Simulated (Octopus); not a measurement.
# SnSe under changes of volume

One of the cells (27.271 Å³/atom); the others are scaled copies at fixed shape and fractional positions:

```xyz
2
Lattice="0.0000 3.0100 3.0100 3.0100 0.0000 3.0100 3.0100 3.0100 0.0000" Properties=species:S:1:pos:R:3 pbc="T T T"
Sn    0.0000    0.0000    0.0000
Se    3.0100    3.0100    3.0100
```

Measurements of this composition are mostly on another form, of space group No. 62.

- Program: Octopus 16.4
- Functional: PBE
- Potentials or basis: pseudodojo_pbe (PseudoDojo 0.5, PBE)
- Grid spacing: 0.129 Å
- k mesh: 8 × 8 × 8
- Occupations: fermi-dirac, width 0.05 eV
- Spin: no spin polarisation

```tsv
volume (Å³/atom)	energy over the lowest point (meV/atom)	gap on the mesh (eV)
25.635	43.67	0.75
26.180	27.96	0.73
26.725	15.39	0.67
27.271	7.32	0.58
27.816	?	?
28.362	0.00	0.41
28.907	0.85	0.34
```

**Question.** What does the run at 27.816 Å³/atom give?

**Answer.** Energy over the lowest point 0.21 meV/atom; gap on the mesh 0.49 eV.

Worked out: A Birch-Murnaghan fit of order 3 (a polynomial in V^(-2/3)) to the other rows has its minimum at 28.47 Å³/atom with B0 = V·E''(V) = 43 GPa and B' = 2.9. It gives 2.05 meV/atom at 27.816 Å³/atom, against the run's 0.21. A parabola through the other rows of the gap, of slope -4.23 eV per unit of ln V there, gives 0.51 eV, against the run's 0.49.

Energies are extrapolated to zero smearing.

Caveats: spin-orbit coupling is left out, which moves the levels of the heavy elements.

A mesh can miss the band edges.
